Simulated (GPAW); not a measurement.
A calculation with GPAW 26.7.0 of Se (ASE script, structure typed inline):

The input run.py:

```python
from ase import Atoms
from ase.dft.bandgap import bandgap
from ase.io import write
from ase.units import Bohr, GPa
from gpaw import GPAW, PW
from gpaw.elf import elf_from_dft_calculation

atoms = Atoms(['Se'],
              cell=[[2.81056302, 0.0, 0.0],
                    [0.0, 2.81056302, 0.0],
                    [0.0, 0.0, 2.81056302]],
              scaled_positions=[[0.0, 0.0, 0.0]],
              pbc=True)

calc = GPAW(mode=PW(600),
            xc='PBE',
            kpts={'size': (9, 9, 9), 'gamma': True},
            occupations={'name': 'fermi-dirac', 'width': 0.05},
            nbands=9,
            convergence={'density': 1e-05, 'energy': 1e-05},
            maxiter=150,
            txt='gpaw.txt')
atoms.calc = calc
energy = atoms.get_potential_energy()
forces = atoms.get_forces()
stress = atoms.get_stress()
calc.write('gs.gpw')
write('result.traj', atoms)
print(f'Energy: {energy:.6f} eV')
print('Forces (eV/A):')
print(forces.round(4))
print('Stress (GPa):', (stress / GPa).round(3))
print('Fermi level:', round(calc.get_fermi_level(), 4), 'eV')
print(f'Gap: {bandgap(calc)[0]:.4f} eV, direct: {bandgap(calc, direct=True)[0]:.4f} eV')

# fields on the real-space grid
write('density.cube', atoms, data=calc.get_pseudo_density() * Bohr**3)
write('potential.cube', atoms, data=calc.get_electrostatic_potential())
write('elf.cube', atoms, data=elf_from_dft_calculation(calc).data)
```

Potentials or basis: GPAW PAW data sets (gpaw-data 1.2.1), pw.

The run is started by

```sh
$ OMP_NUM_THREADS=1 python run.py
```

This isn't the form of Se at room conditions, which is trigonal, of chains.

Write the same calculation in another form: cli, Cartesian positions.

As run:

Contents of Se.xyz:

```xyz
1
Lattice="2.8105630200 0.0000000000 0.0000000000 0.0000000000 2.8105630200 0.0000000000 0.0000000000 0.0000000000 2.8105630200" Properties=species:S:1:pos:R:3 pbc="T T T"
Se     0.0000000000      0.0000000000      0.0000000000
```

Potentials or basis: GPAW PAW data sets (gpaw-data 1.2.1), pw.

The run is started by

```sh
$ OMP_NUM_THREADS=1 gpaw run Se.xyz -p 'mode=PW(600),xc=PBE,kpts={size:(9,9,9),gamma:True},occupations={name:fermi-dirac,width:0.05},nbands=9,convergence={density:1e-05,energy:1e-05},maxiter=150,txt=gpaw.txt' --properties efs -w gs.gpw
```

Both were run:

|  | ASE script, structure typed inline | cli, Cartesian positions |
| --- | --- | --- |
| Pressure | 1.9 GPa | 1.9 GPa |
| Band gap on the k mesh | none (metal or under the smearing width) | none (metal or under the smearing width) |

Keys that steer only the numerical path or the files written may differ.
